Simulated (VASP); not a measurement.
**From an Ansatz input to VASP: AlN (strained wurtzite)**

Ansatz input

```yaml
crystal:
  lattice:
    - [3.1066937602, 0.0, 0.0]
    - [-1.5533468801, 2.6904757181, 0.0]
    - [0.0, 0.0, 4.8790197209]
  atoms:
    - { symbol: Al, position: [0.3333333333, 0.6666666667, -0.0053683633] }
    - { symbol: Al, position: [0.6666666667, 0.3333333333, 0.4946316367] }
    - { symbol: "N", position: [0.3333333333, 0.6666666667, 0.3803683633] }
    - { symbol: "N", position: [0.6666666667, 0.3333333333, 0.8803683633] }
kpoints:
  mp_grid: { grid: [12, 12, 6] }
  band_path:
    path:
      - [0.0, 0.0, 0.0]
      - [0.5, 0.0, 0.0]
      - [0.3333333333, 0.3333333333, 0.0]
      - [0.0, 0.0, 0.5]
      - [0.5, 0.0, 0.5]
      - [0.3333333333, 0.3333333333, 0.5]
    npoints: 1
hamiltonian:
  xc: pbe
scf:
  occupations: { method: fermi_dirac, width: 0.02 }
  n_extra_bands: 5
output:
  forces: true
  stress: true
  eigenvalues: true
  write_density: true
  write_potential: true
  elf: true
  volumetric_format: npy
```

Problem. Write VASP inputs for this cell and level of theory.

Solution. 

INCAR

```
IBRION = -1
NSW = 0
LCHARG = .TRUE.
EDIFF = 1E-7
LWAVE = .FALSE.
ISMEAR = -1
NELM = 120
PREC = Accurate
GGA = PE
ISIF = 2
LELF = .TRUE.
LASPH = .TRUE.
LREAL = .FALSE.
ENCUT = 520
SIGMA = 0.02
NBANDS = 16
```

KPOINTS

```
KPOINTS created by Atomic Simulation Environment
0
Gamma
12 12 6
0 0 0
```

KPOINTS_OPT

```
special points
6
Reciprocal
0.0000000000 0.0000000000 0.0000000000 1
0.5000000000 0.0000000000 0.0000000000 1
0.3333333333 0.3333333333 0.0000000000 1
0.0000000000 0.0000000000 0.5000000000 1
0.5000000000 0.0000000000 0.5000000000 1
0.3333333333 0.3333333333 0.5000000000 1
```

POSCAR

```
Al N
 1.0000000000000000
     3.1066937601931870    0.0000000000000000    0.0000000000000000
    -1.5533468800965935    2.6904757181059007    0.0000000000000000
     0.0000000000000000    0.0000000000000000    4.8790197208999997
 Al  N
   2   2
Cartesian
  0.0000000000000001  1.7936504787372674 -0.0261923503585143
  1.5533468800965939  0.8968252393686337  2.4133175100914861
  0.0000000000000001  1.7936504787372674  1.8558247456960146
  1.5533468800965939  0.8968252393686337  4.2953346061460147
```

VASP ran with the recommended PBE PAW datasets (16 valence electrons in the cell). Other inputs would serve too.

```csv
,Ansatz,VASP
gap between bands v and c,4.29 eV,4.31 eV
least direct gap,4.29 eV,4.31 eV
pressure,8.8 GPa,8.5 GPa
largest force,0.02 eV/Å,0.02 eV/Å
```

Each program uses its own PAW datasets. VASP's cell holds 16 valence electrons and Ansatz's 16. Ansatz's stress includes a Pulay correction; VASP's doesn't.
